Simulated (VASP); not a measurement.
Runs of VASP 6.6.1 on Li2S. The structure is cubic, space group Fm-3m (No. 225). The conventional cell has a = 5.670 Å, b = 5.670 Å, c = 5.670 Å, α = 90.00°, β = 90.00°, γ = 90.00°. Li (site symmetry -43m) has 4 S at 2.46 Å as nearest neighbours. S (site symmetry m-3m) has 8 Li at 2.46 Å as nearest neighbours. The cell comes from a database or a generator and needn't be the stable form of this composition.

```tsv
task	level	potentials or basis	cell	k mesh	cutoff (eV)	mesh quality	gap on the mesh (eV)	pressure (GPa)	relaxed volume (Å³/atom)
relaxation of cell and atoms	LDA	VASP PAW LDA potentials, release 64 (Li_sv, S)	relaxed	8 × 8 × 8	600	not flagged	3.11	0.0	(b)
relaxation of cell and atoms	PBE	VASP PAW PBE potentials, release 64 (Li_sv, S)	relaxed	8 × 8 × 8	600	not flagged	3.39	0.0	15.43
relaxation of cell and atoms	PBEsol	VASP PAW PBE potentials, release 64 (Li_sv, S)	relaxed	8 × 8 × 8	600	not flagged	3.20	0.0	15.05
relaxation of cell and atoms	RPBE	VASP PAW PBE potentials, release 64 (Li_sv, S)	relaxed	8 × 8 × 8	600	not flagged	3.57	0.0	16.03
relaxation of cell and atoms	PBE+D3(BJ)	VASP PAW PBE potentials, release 64 (Li_sv, S)	relaxed	8 × 8 × 8	600	not flagged	(c)	0.0	(a)
single point	PBEsol	VASP PAW PBE potentials, release 64 (Li_sv, S)	as given	8 × 8 × 8	520	not flagged	3.21	-	-
relaxation of cell and atoms	PBEsol	VASP PAW PBE potentials, release 64 (Li_sv, S)	relaxed	4 × 4 × 4	600	coarse	3.20	0.0	15.07
relaxation of cell and atoms	PBEsol	VASP PAW PBE potentials, release 64 (Li, S)	relaxed	8 × 8 × 8	580	not flagged	3.22	0.0	-
```

Alike in all rows: no spin polarisation; smearing gaussian 0.02 eV.

Task: Fill in the values left out.

Result: (a) 14.36; (b) 14.35; (c) 3.33.

Caveats: some runs use coarse meshes; the cutoff is under 1.25 times the usual one of these potentials, so pressure, stress and relaxed cells hold a basis-set (Pulay) error (some runs); the PAW data sets were made with another functional, which shifts forces and pressure a little (some runs); the relaxation stopped at its first step, so nothing moved (some runs).

A k mesh can miss the band edges.

The runs don't all hold the same shells in valence.
